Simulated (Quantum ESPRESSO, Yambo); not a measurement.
Planning a run of Yambo 5.3.0 on Sb (buckled honeycomb monolayer). The input:

```
optics
bss
bse
em1s
dipoles
rim_cut
rim_w
RandQpts= 3000000
RandGvec= 100 RL
CUTGeo= "slab z"
RandGvecW= 9 RL
Chimod= "HARTREE"
BSKmod= "SEX"
BSEmod= "resonant"
BSSmod= "d"
BSENGexx= 30 Ry
BSENGBlk= 4 Ry
% BSEQptR
 1 | 1 |
%
% BSEBands
 21 | 26 |
%
% BEnRange
 0 | 7 | eV
%
% BDmRange
 0.1 | 0.1 | eV
%
BEnSteps= 141
% BLongDir
 1 | 0 | 0 |
%
% BndsRnXs
 1 | 58 |
%
NGsBlkXs= 4 Ry
% LongDrXs
 1 | 1 | 0 |
%
% KfnQP_E
 1.043 | 1.0 | 1.0 |
%
WRbsWF
```

```sh
OMP_NUM_THREADS=1 mpirun -n 4 yambo -F bse10.in -J bse10 -C bse10 > bse10.log
```

The stored states that it reads are on a 9×9×1 mesh. The cell holds 2 atoms: 2 Sb. Its edges and angles: a = 4.127 Å, b = 4.127 Å, c = 14.000 Å, α = 90.0°, β = 90.0°, γ = 120.0°. Vacuum lies along c.

Question: Estimate wall time and host memory on 4 MPI ranks of Arm Neoverse V2, shared host.

It took 3 min; on shared hardware allow 91 s to 6 min. Peak host memory was 2.7 GiB.

The kernel grows as the square of the matrix size, and full diagonalisation as its cube.

[Paths, hosts, dates, memory and timing lines, banners, echoed tables and standing remarks are left out of the program output.]

[Logs are printed without paths, hosts, clocks, repeated set-up lines and the standing remarks that a program may print on its own settings, such as how far it seeks lower states.]

[Runs of the session that timed out or met a known fault of the program may be left out.]

[Hosts, paths, dates, database ids (printed as entryN), source tags and the programs' standing remarks are cut or masked in the printed files.]
